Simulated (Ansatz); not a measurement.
**Li3N under a change: tensor shear ε_xy = −2.32 %**

Start from Li3N (space group P6/mmm, No. 191; a = 3.6098 Å, c = 3.8558 Å). Axes: x lies along a and z along c of the hexagonal cell.

The change: tensor shear ε_xy = −2.32 % (engineering shear γ = -0.0464), atoms relaxed at fixed cell.

The values are results of DFT with r2SCAN, PAW potentials and a 500 eV plane-wave cutoff in Ansatz (a program for electronic structure), no spin-orbit coupling, not measurements. Settings: 11×11×9 k-points, 0.05 eV Fermi–Dirac smearing.

* **Volume per atom**: 10.87 Å³ (base 10.88 Å³)
* **Space group**: P2/m (No. 10) (base P6/mmm (No. 191))
* **Shortest interatomic distance**: 3.643 bohr (base 3.643 bohr)
* **Energy relative to the base (free energy F)**: +3.7 meV/atom
* **Pressure (mean of the normal stresses, compression positive)**: 0.19 GPa (base 0.00 GPa)
* **Band gap**: 1.45 eV (base 1.48 eV)
* **Gap character**: indirect, Z → Γ
* **Smallest direct gap**: 1.65 eV (base 1.69 eV)
* **Valley order (the lowest conduction-band minima on the path, energy above the VBM, named in the base's zone)**: Γ 1.45 eV; L (1/2, 1/2, 1/2) 1.46 eV; L (0, 1/2, 1/2) 1.56 eV; L (1/2, 0, 1/2) 1.68 eV
* **Stress (xx, yy, zz, yz, xz, xy; compression positive)**: (0.47, 0.09, 0.01, 0.00, 0.00, 2.37) GPa

The cells carry an imposed strain or load. No phonon test of stability was made. Labels are those of the standard path for the cell's own space group.
